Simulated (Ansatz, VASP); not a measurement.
## InP: VASP beside Ansatz

File INCAR:

```
SYSTEM = InP
PREC = Accurate ; ENCUT = 520
EDIFF = 1E-7 ; ISMEAR = -1
SIGMA = 0.05 ; LREAL = .False.
LASPH = .True. ; NELM = 80
ALGO = Normal ; ISIF = 2
LWAVE = .False. ; LCHARG = .False.
GGA = PS ; NBANDS = 16
```

KPOINTS

```
Automatic mesh
0
Gamma
  8 8 8
  0 0 0
```

The input POSCAR:

```
InP
1.0
    0.0000000000      2.7314127370      2.7314127370
    2.7314127370      0.0000000000      2.7314127370
    2.7314127370      2.7314127370      0.0000000000
In P
1 1
Direct
    0.0000000000      0.0000000000      0.0000000000
    0.5000000000      0.5000000000      0.5000000000
```

The input input.yaml:

```yaml
crystal:
  lattice:
    - [0.0, 2.731412737, 2.731412737]
    - [2.731412737, 0.0, 2.731412737]
    - [2.731412737, 2.731412737, 0.0]
  atoms:
    - { symbol: In, position: [0.0, 0.0, 0.0] }
    - { symbol: P, position: [0.5, 0.5, 0.5] }
kpoints:
  mp_grid: { grid: [8, 8, 8] }
scf:
  occupations: { method: fermi_dirac, width: 0.05 }
hamiltonian:
  xc: pbesol
  pseudopotentials: { kind: all_electron, lapw: { basis_error: 0.001 } }
output:
  forces: true
  stress: true
  eigenvalues: true
```

Change from the starting cell: volume scaled by 0.96.

Alike in both runs: task single point; functional PBEsol; k mesh 8 × 8 × 8; occupations fermi-dirac, width 0.05 eV; no spin polarisation.

|  | VASP | Ansatz |
| --- | --- | --- |
| version | VASP 6.6.1 | Ansatz 0.2.0 |
| potentials or method | VASP PAW PBE potentials, release 64 (In_d, P) | all-electron LAPW, scalar-relativistic |
| plane-wave cutoff (eV) | 520 | see its input |

```tsv
	VASP	Ansatz	Ansatz less VASP
gap on the k mesh at the Fermi level (eV)	none	none	-
pressure (GPa)	-0.3	-0.3	-0.03
```

A gap of «none» marks a metal or a gap that the smearing closes. Ansatz ran all-electron here, so the differences hold the error of VASP's frozen core and of both bases.

Caveats: the PAW data sets were made with another functional, which shifts forces and pressure a little (VASP).
